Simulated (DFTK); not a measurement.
Runs of DFTK 0.8.2 on ZrC. It takes space group Fm-3m (No. 225, cubic). Conventional cell: a = 4.730 Å, b = 4.730 Å, c = 4.730 Å, α = 90.00°, β = 90.00°, γ = 90.00°. Zr (site symmetry m-3m) has 6 C at 2.37 Å as nearest neighbours. Around C (site symmetry m-3m) lie 6 Zr at 2.37 Å. 

| task | level | potentials or basis | U | k mesh | cutoff (eV) | start of the occupations | symmetries used | mesh quality | gap on the mesh (eV) | pressure (GPa) | V0 of scaled cells (Å³/atom) | B0 (GPa) |
| --- | --- | --- | --- | --- | --- | --- | --- | --- | --- | --- | --- | --- |
| single point | PBEsol+U | dojo.nc.sr.pbesol.v0_4_1.standard.upf (PBEsol) | Zr d U = 8 eV | 5 × 5 × 5 | 1116 | half filled (the program's default) | no | coarse | none | 5.6 | - | - |
| equation of state | PBEsol | dojo.nc.sr.pbesol.v0_4_1.standard.upf (PBEsol) | - | 10 × 10 × 10 | 1116 | - | - | not flagged | - | - | (a) | 236 |
| single point | PBEsol+U | dojo.nc.sr.pbesol.v0_4_1.standard.upf (PBEsol) | Zr d U = 3 eV | 5 × 5 × 5 | 1116 | half filled (the program's default) | no | coarse | none | -3.6 | - | - |
| equation of state | r2SCAN | cp2k.nc.sr.pbe.v0_1.largecore.gth (PBE, GTH) | - | 6 × 6 × 6 | 2857 | - | - | coarse | - | - | 13.04 | 230 |
| single point | PBEsol+U | dojo.nc.sr.pbesol.v0_4_1.standard.upf (PBEsol) | Zr d U = 1.5 eV | 5 × 5 × 5 | 1116 | half filled (the program's default) | no | coarse | none | (b) | - | - |

Alike in all rows: no spin polarisation; cell as given; smearing fermi-dirac 0.05 eV.

**Question.** Fill in the values left out.

**Answer.** (a) 12.74; (b) -5.9.

Caveats: some runs use coarse meshes; the Hubbard orbitals reach further out than in other programs, which can move energies by up to some tens of meV an atom (some runs); U without spin polarisation on a metal has little footing (some runs); the U is typed as a test and isn't derived for this compound (some runs); GTH potentials come without recommended cutoffs, and this one wasn't checked for convergence (some runs); the program warned that the kinetic-energy density falls under its von Weizsäcker bound, which can give unphysical results (some runs); the potentials were made for another functional, which shifts forces and pressure (some runs).

A k mesh can miss the band edges, and the runs leave out spin-orbit coupling on Zr.

A gap of «none» marks a metal or a gap under the smearing width.

Runs at the PBE level aren't shown here.
